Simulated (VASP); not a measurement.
# NaH (Fm-3m) in VASP: a series of runs

Aim: see how the results for NaH move with the level of theory and the settings. Levels: PBE, PBEsol. Tasks: single point.

Everything below comes from runs of VASP 6.6.1. Logs are shortened: lines on timing, memory, paths and dates and some standing lists are left out, and cuts for length are marked.

**1. The structure**

Symmetry: Fm-3m, No. 225, cubic system. The conventional cell has a = 4.546 Å, b = 4.546 Å, c = 4.546 Å, α = 90.00°, β = 90.00°, γ = 90.00°. Around Na (site symmetry m-3m) lie 6 H at 2.27 Å. H (site symmetry m-3m) has 6 Na at 2.27 Å as nearest neighbours.

**2. Single point, PBE (strained and moved within the space group)**

Contents of INCAR:

```
SYSTEM = NaH
ALGO = Normal
EDIFF = 1E-6
ENCUT = 520
GGA = PE
ISIF = 2
ISMEAR = 0
LASPH = .True.
LCHARG = .True.
LELF = .True.
LREAL = .False.
LVHAR = .True.
LWAVE = .False.
NBANDS = 11
NELM = 100
PREC = Accurate
SIGMA = 0.02
```

Contents of KPOINTS:

```
k-points
0
Gamma
  8 8 8
  0 0 0
```

Contents of POSCAR:

```
NaH
1.0
    0.0000000000      2.3558200000      2.3558200000
    2.3558200000      0.0000000000      2.3558200000
    2.3558200000      2.3558200000      0.0000000000
Na H
1 1
Direct
    0.0000000000      0.0000000000      0.0000000000
    0.5000000000      0.5000000000      0.5000000000
```

Potentials or basis: VASP PAW PBE potentials, release 64 (Na_pv, H).

The run is started by

```console
cat potpaw_PBE.64/Na_pv/POTCAR potpaw_PBE.64/H/POTCAR > POTCAR
mpirun -np 1 vasp_std > vasp.out
```

OUTCAR:

```text
SYSTEM = NaH
   EDIFF = 1E-6
   ENCUT = 520
   GGA = PE
   ISIF = 2
   ISMEAR = 0
   LASPH = .True.
   LREAL = .False.
   NELM = 100
   PREC = Accurate

 ion  position               nearest neighbor table
   1  0.000  0.000  0.000-
   2  0.500  0.500  0.500-

  LATTYP: Found a face centered cubic cell.
 ALAT       =     4.7116400000

  Lattice vectors:

 A1 = (   0.0000000000,   2.3558200000,   2.3558200000)
 A2 = (   2.3558200000,   0.0000000000,   2.3558200000)
 A3 = (   2.3558200000,   2.3558200000,   0.0000000000)

Analysis of symmetry for initial positions (statically):
=====================================================================
 Subroutine PRICEL returns:
 Original cell was already a primitive cell.

 Routine SETGRP: Setting up the symmetry group for a
 face centered cubic supercell.

 Subroutine GETGRP returns: Found 48 space group operations
 (whereof 48 operations were pure point group operations)
 out of a pool of 48 trial point group operations.

The static configuration has the point symmetry O_h .

Analysis of symmetry for dynamics (positions and initial velocities):
=====================================================================
 Subroutine PRICEL returns:
 Original cell was already a primitive cell.

 Routine SETGRP: Setting up the symmetry group for a
 face centered cubic supercell.

 Subroutine GETGRP returns: Found 48 space group operations
 (whereof 48 operations were pure point group operations)
 out of a pool of 48 trial point group operations.

The dynamic configuration has the point symmetry O_h .

 Subroutine INISYM returns: Found 48 space group operations
 (whereof 48 operations are pure point group operations),
 and found     1 'primitive' translations

----------------------------------------------------------------------------------------

                                     Primitive cell

  volume of cell :      26.1491

  direct lattice vectors                    reciprocal lattice vectors
     0.000000000  2.355820000  2.355820000    -0.212240324  0.212240324  0.212240324
     2.355820000  0.000000000  2.355820000     0.212240324 -0.212240324  0.212240324
     2.355820000  2.355820000  0.000000000     0.212240324  0.212240324 -0.212240324

  length of vectors
     3.331632595  3.331632595  3.331632595     0.367611025  0.367611025  0.367611025

  position of ions in fractional coordinates (direct lattice)
     0.000000000  0.000000000  0.000000000
     0.500000000  0.500000000  0.500000000

  ion indices of the primitive-cell ions
   primitive index   ion index
                 1           1
                 2           2

----------------------------------------------------------------------------------------

 KPOINTS: k-points

Automatic generation of k-mesh.
 Grid dimensions read from file:
 generate k-points for:    8    8    8

 Generating k-lattice:

  Cartesian coordinates                     Fractional coordinates (reciprocal lattice)
    -0.026530040  0.026530040  0.026530040     0.125000000  0.000000000  0.000000000
     0.026530040 -0.026530040  0.026530040     0.000000000  0.125000000  0.000000000
     0.026530040  0.026530040 -0.026530040     0.000000000  0.000000000  0.125000000

  Length of vectors
     0.045951378  0.045951378  0.045951378

  Shift w.r.t. Gamma in fractional coordinates (k-lattice)
     0.000000000  0.000000000  0.000000000

 Subroutine IBZKPT returns following result:
 ===========================================

 Found     29 irreducible k-points:

 Following reciprocal coordinates:
            Coordinates               Weight
  0.000000  0.000000  0.000000      1.000000
  0.125000  0.000000  0.000000      8.000000
  0.250000  0.000000  0.000000      8.000000
  0.375000  0.000000  0.000000      8.000000
  0.500000  0.000000  0.000000      4.000000
  0.125000  0.125000  0.000000      6.000000
[... 16 lines left out ...]
  0.500000  0.250000  0.125000     48.000000
 -0.375000  0.250000  0.125000     24.000000
 [... further k-points ...]
   k-points           NKPTS =     29   k-points in BZ     NKDIM =     29   number of bands    NBANDS=     11
   number of dos      NEDOS =    301   number of ions     NIONS =      2
   total plane-waves  NPLWV =  21952
   dimension x,y,z NGX =    28 NGY =   28 NGZ =   28
   dimension x,y,z NGXF=    56 NGYF=   56 NGZF=   56
   ions per type =               1   1
   NGX,Y,Z   is equivalent  to a cutoff of  13.97, 13.97, 13.97 a.u.
   NGXF,Y,Z  is equivalent  to a cutoff of  27.94, 27.94, 27.94 a.u.
 SYSTEM =  NaH
   PREC   = accura    normal or accurate (medium, high low for compatibility)
   ISTART =      0    job   : 0-new  1-cont  2-samecut
   ICHARG =      2    charge: 1-file 2-atom 10-const
   ISPIN  =      1    spin polarized calculation?
   LNONCOLLINEAR =      F non collinear calculations
   LSORBIT =      F    spin-orbit coupling
   LASPH  =      T    aspherical Exc in radial PAW
   ENCUT  =  520.0 eV  38.22 Ry    6.18 a.u.   6.19  6.19  6.19*2*pi/ulx,y,z
   NELM   =    100;   NELMIN=  2; NELMDL= -5     # of ELM steps
   EDIFF  = 0.1E-05   stopping-criterion for ELM
[... 8 lines left out ...]
   TEBEG  =    0.0;   TEEND  =   0.0 temperature during run
   PSTRESS=    0.0 pullay stress
   NELECT =       8.0000    total number of electrons
   NUPDOWN=      -1.0000    fix difference up-down
   EMIN   =  10.00;   EMAX   =-10.00  energy-range for DOS
   EFERMI =   0.00;   METHOD = LEGACY
   ISMEAR =     0;   SIGMA  =   0.02  broadening in eV -4-tet -1-fermi 0-gaus
   EFERMI_NEDOS =   21; number of points for ismear=-14 and -15
   IALGO  =     38    algorithm
   IMIX   =      4    mixing-type and parameters
     AMIX     =   0.40;   BMIX     =  1.00
     AMIX_MAG =   1.60;   BMIX_MAG =  1.00
  volume/ion in A,a.u.               =      13.07        88.23
  Fermi-wavevector in a.u.,A,eV,Ry     =   1.103111  2.084578 16.556315  1.216855
  Thomas-Fermi vector in A             =   2.239565
   LORBIT       =      0    0 simple, 1 ext, 2 COOP (PROOUT), +10 PAW based schemes
   GGA     = PE    functional components
   LHFCALC =     F    Hartree Fock is set to
   AEXX    =    0.0000 exact exchange contribution
   IVDW    =     0    specifies the selected vdW correction
   LEPSILON=     F    determine dielectric tensor
   LRPA    =     F    only Hartree local field effects (RPA)
 non-spin polarized calculation
 Gauss-broadening in eV      SIGMA  =   0.02
  energy-cutoff  :      520.00
  volume of cell :       26.15
 maximum number of plane-waves:       725
 NGX is ok and might be reduce to    28
   NGX = 13   NGY = 13   NGZ = 13

 number of electron       8.0000003 magnetization

 Free energy of the ion-electron system (eV)
  ---------------------------------------------------
  ext. energy  EPLUGINS =         0.00000000
  ---------------------------------------------------
  free energy    TOTEN  =        -5.07485758 eV

  energy without entropy =       -5.07485758  energy(sigma->0) =       -5.07485758

 E-fermi :  -0.6776     XC(G=0):  -8.0287

 val. band max:       -0.8611165289   @ k =  -0.2500   0.5000   0.2500
 cond. band min:       3.0280413828   @ k =   0.5000   0.0000   0.0000
 fundamental gap:      3.8891579117
 Fermi energy:        -0.6776142089

 k-point     1 :       0.0000    0.0000    0.0000
  band No.  band energies     occupation
      1     -22.8344      2.00000
      2     -22.8344      2.00000
      3     -22.8344      2.00000
      4      -4.6968      2.00000
      5      10.2444      0.00000
      6      15.3158      0.00000
      7      15.3158      0.00000
      8      15.3158      0.00000
      9      16.3668      0.00000
     10      16.3668      0.00000
     11      16.3668      0.00000

 k-point     2 :       0.1250    0.0000    0.0000
  band No.  band energies     occupation
      1     -22.8525      2.00000
      2     -22.8365      2.00000
      3     -22.8365      2.00000
      4      -4.4109      2.00000
      5       9.2582      0.00000
      6      12.6540      0.00000
      7      14.5214      0.00000
      8      14.5214      0.00000
      9      17.2991      0.00000
     10      17.2991      0.00000
     11      17.5150      0.00000

 k-point     3 :       0.2500    0.0000    0.0000
  band No.  band energies     occupation
      1     -22.8956      2.00000
      2     -22.8415      2.00000
      3     -22.8415      2.00000
      4      -3.5997      2.00000
      5       6.7240      0.00000
      6      11.1981      0.00000
      7      13.6891      0.00000
      8      13.6891      0.00000
      9      17.3272      0.00000
     10      17.3272      0.00000
     11      18.8395      0.00000

 k-point     4 :       0.3750    0.0000    0.0000
  band No.  band energies     occupation
      1     -22.9381      2.00000
      2     -22.8465      2.00000
      3     -22.8465      2.00000
      4      -2.4628      2.00000
      5       4.2169      0.00000
      6      10.6189      0.00000
      7      13.1747      0.00000
      8      13.1747      0.00000
      9      16.6243      0.00000
     10      16.6243      0.00000
     11      19.1690      0.00000
[... 239 lines left out ...]
 k-point    22 :       0.3750    0.2500    0.1250
  band No.  band energies     occupation
      1     -22.9053      2.00000
      2     -22.8624      2.00000
      3     -22.8483      2.00000
      4      -2.9491      2.00000
      5       6.3500      0.00000
      6       8.7008      0.00000
      7      11.9311      0.00000
      8      14.8428      0.00000
      9      15.3507      0.00000
     10      18.0308      0.00000
     11      20.7691      0.00000

 k-point    23 :       0.5000    0.2500    0.1250
  band No.  band energies     occupation
      1     -22.9274      2.00000
      2     -22.8747      2.00000
      3     -22.8547      2.00000
      4      -1.9484      2.00000
      5       4.7576      0.00000
      6       7.5188      0.00000
      7      11.0340      0.00000
      8      14.8657      0.00000
      9      16.1440      0.00000
     10      18.2850      0.00000
     11      20.5463      0.00000

 k-point    24 :      -0.3750    0.2500    0.1250
  band No.  band energies     occupation
      1     -22.9368      2.00000
      2     -22.8785      2.00000
      3     -22.8583      2.00000
      4      -1.3653      2.00000
      5       3.8497      0.00000
      6       7.2588      0.00000
      7      10.6665      0.00000
      8      14.8120      0.00000
      9      16.0102      0.00000
     10      19.3938      0.00000
     11      21.5989      0.00000

 [... further k-points ...]
[... 5 lines left out ...]
  --------------------------------------------------------------------------------------
  -------------------------------------------------------------------------------------
  Total        0.3262379      0.3262379      0.3262379     -0.0000000     -0.0000000      0.0000000
  in kB       19.9888879     19.9888879     19.9888879     -0.0000000     -0.0000000      0.0000000
  external PRESSURE =      19.9888879 kB  Pullay stress =       0.0000000 kB

 VOLUME and BASIS-vectors are now :
 -----------------------------------------------------------------------------
  energy-cutoff  :      520.00
  volume of cell :       26.15
      direct lattice vectors                 reciprocal lattice vectors
     0.000000000  2.355820000  2.355820000    -0.212240324  0.212240324  0.212240324
     2.355820000  0.000000000  2.355820000     0.212240324 -0.212240324  0.212240324
     2.355820000  2.355820000  0.000000000     0.212240324  0.212240324 -0.212240324

 POSITION                                       TOTAL-FORCE (eV/Angst)
 -----------------------------------------------------------------------------------
      0.00000      0.00000      0.00000        -0.000000      0.000000     -0.000000
      2.35582      2.35582      2.35582         0.000000      0.000000      0.000000
 -----------------------------------------------------------------------------------
    total drift:                               -0.000000     -0.000000     -0.000000

  FREE ENERGIE OF THE ION-ELECTRON SYSTEM (eV)
  ---------------------------------------------------
  free  energy   TOTEN  =        -5.0748575751 eV

  energy  without entropy=       -5.0748575751  energy(sigma->0) =       -5.07485758
```

It took 7.7 s on 1 thread of Intel Xeon Platinum 8488C (Sapphire Rapids), shared host; peak memory 0.14 GiB.

What came out:

* Free energy: -5.0749 eV
* Pressure: 2.0 GPa
* Band gap on the k mesh: 3.89 eV, indirect (least direct gap 4.78 eV)

Levels at points of the mesh, in eV from the valence-band top:
```tsv
k point	band 1	band 2	band 3	band 4	band 5	band 6	band 7	band 8	band 9
(0.00, 0.00, 0.00)	-21.97	-21.97	-21.97	-3.84	11.11	16.18	16.18	16.18	17.23
(0.50, 0.00, 0.00)	-22.09	-21.99	-21.99	-0.89	3.89	11.32	13.86	13.86	17.21
(0.50, 0.50, 0.00)	-22.08	-22.01	-22.01	-0.20	4.79	10.32	11.16	11.16	12.58
```

A k mesh can miss the band edges.

**3. Single point, PBEsol (functional PBEsol, strained and moved within the space group)**

Contents of INCAR:

```
PREC = Accurate
ENCUT = 520
EDIFF = 1E-7
ISMEAR = 0
SIGMA = 0.02
LREAL = F
LASPH = T
NELM = 100
ALGO = Fast
ISIF = 2
LWAVE = F
LCHARG = F
GGA = PS
NBANDS = 11
```

Contents of KPOINTS:

```
regular mesh
0
Gamma
  8 8 8
```

Contents of POSCAR:

```
NaH
1.0
    0.0000000000      2.4732572000      2.4732572000
    2.4732572000      0.0000000000      2.4732572000
    2.4732572000      2.4732572000      0.0000000000
Na H
1 1
Direct
    0.0000000000      0.0000000000      0.0000000000
    0.5000000000      0.5000000000      0.5000000000
```

Potentials or basis: VASP PAW PBE potentials, release 64 (Na_pv, H).

The run is started by

```console
cat potpaw_PBE.64/Na_pv/POTCAR potpaw_PBE.64/H/POTCAR > POTCAR
mpirun -np 1 vasp_std > vasp.out
```

It took 9.3 s on 1 thread of Intel Xeon Platinum 8488C (Sapphire Rapids), shared host; peak memory 0.14 GiB.

Results (log left out):

```
Free energy            : -5.0691 eV
Pressure               : -2.0 GPa
Band gap on the k mesh : 3.46 eV, indirect (least direct gap 4.32 eV)
```

Levels at points of the mesh, in eV from the valence-band top:
```csv
k point,band 2,band 3,band 4,band 5,band 6,band 7
"(0.00, 0.00, 0.00)",-22.12,-22.12,-3.53,9.82,14.89,14.89
"(0.50, 0.00, 0.00)",-22.13,-22.13,-0.86,3.46,10.16,12.80
"(0.50, 0.50, 0.00)",-22.15,-22.15,-0.17,4.28,9.52,10.08
```

Caveat: the PAW data sets were made with another functional, which shifts forces and pressure a little. A k mesh can miss the band edges.

[end of part 1 of 2]
